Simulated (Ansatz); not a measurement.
InCuS2:
```
InCuS2
1.0
   -2.76096     2.76096     5.56520
    2.76096    -2.76096     5.56520
    2.76096     2.76096    -5.56520
Cu In S
2 2 4
Direct
  0.00000   0.00000   0.00000
  0.75000   0.25000   0.50000
  0.50000   0.50000   0.00000
  0.25000   0.75000   0.50000
  0.37500   0.34666   0.47166
  0.65334   0.12500   0.02834
  0.87500   0.90334   0.52834
  0.09666   0.62500   0.97166
```

Relaxed with r²SCAN.

Task: Map the electron localisation function on the plane through (0.750, 0.250, 0.500) spanned by u = [1, 1, 0] and v = [1, -1, 1] in lattice vectors, from the program Ansatz at the r²SCAN level (PAW).

Result: x is the fraction of u, y of v (the angle between them is 123°; rows are the nearest grid lines); atoms in the plane: Cu at (0.00, 0.00), In at (0.50, 0.00), S at (0.38, 0.52), S at (0.87, 0.48).
```
|@%-...         ..:.  .:..         ...-%@|
|-:...       .::.::  ::...     .:--:.:-=-|
|:....      :---:::..:...     .-+*+:..:::|
|.....   .-+*##*-:.......   :+#%%@%*:....|
|  .....:=*#%%#*=:.   .....-*%@@@@%*-..  |
|  .....:+%%%#*+:     .....-#@@@%%*-.    |
| ..:::::+%%#*+-.    ......-#@@%#*=.     |
|..::::::+**+-.   ..:......-*##+=.    ...|
|:.:::..:::.   .=*##*......:-:..  .:-=+=:|
|+:.....     :+#%%@@@-.....     .-*#%%%#+|
|*-:..      :+%%%##@@=:..      .=*%%%%@%*|
|*-.      .-*%%=  +%%-.      .-*%%#--#@%*|
|-.      .-*%%#--#@%*.      .-#%%=  +%%*-|
|..      .=*%%%%@%*-:.      :+%%%##@@#=:.|
|...     .-*#%%%#+:....     :+#%%@@@#-...|
|.:-:..  .:-=+=:.:::.:::.   .=*##*=......|
|*##+=.    ....::::::**+-.   ..:.......-*|
|@%#*=.     ..:::::+%#*+-.     ......-#@@|
|@%%*-.     .....:+%%#*+:      .....-#@@@|
|@%*-..   .....:=*#%%*=:.    .....-*%@@@@|
|*:........   .-+*##*:........   :+#%%@%*|
|.:::....      :---::..::...     .-+*+:..|
|-=-:...       .::.::  ::...     .:--:.:-|
|@%-...         ..:.  .:..         ...-%@|
```
Scale: ten equal steps from 0.002 (start of ' ') to 0.930 (end of '@'), in the order ' .:-=+*#%@'; x runs from 0.000 to 1.00, y from 0.000 (bottom) to 1.00 (top).

The density is the valence pseudo-density with augmentation charge, so density and ELF within about 1 Å of a nucleus are not all-electron values.

Space group I-42d (chalcopyrite). Symmetry was held in the r²SCAN relaxation. The run is not spin-polarised.

Potentials: the later of the program's two PAW sets.
